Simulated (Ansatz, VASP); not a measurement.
# AlN: VASP beside Ansatz

```
Al N
1.0
     3.05770    0.00000    0.00000
    -1.52885    2.64805    0.00000
     0.00000    0.00000    5.53680
Al N
2 2
Cartesian
  0.0000 1.7654 0.0341
  1.5289 0.8827 2.8025
  0.0000 1.7654 2.0976
  1.5289 0.8827 4.8660
```

Alike in both runs: functional LDA; k mesh 9 × 9 × 6; occupations gaussian, width 0.05 eV; no spin polarisation.

Ansatz relaxed the structure, and its values are those at the end. VASP's run is a single point on that final structure, the one shown.

|  | VASP | Ansatz |
| --- | --- | --- |
| version | VASP 6.6.1 | Ansatz 0.2.0 |
| potentials or method | VASP PAW LDA potentials, release 64 (Al, N) | scalar-relativistic, plane waves, PAW |
| plane-wave cutoff (eV) | 520 | 520 |
| valence electrons in the cell | 16 | 16 |

Ansatz gave:

```
gap on the k mesh at the Fermi level (eV) : 3.07
least direct gap on the mesh (eV)         : 3.07
pressure (GPa)                            : -14.1
rms of the force components (eV/Å)        : 0.000
```

Problem. Which values does VASP return?

Solution. gap on the k mesh at the Fermi level (eV): 3.07; least direct gap on the mesh (eV): 3.07; pressure (GPa): -13.7; rms of the force components (eV/Å): 0.016.

Ansatz warned: «pseudo_functional_mismatch».
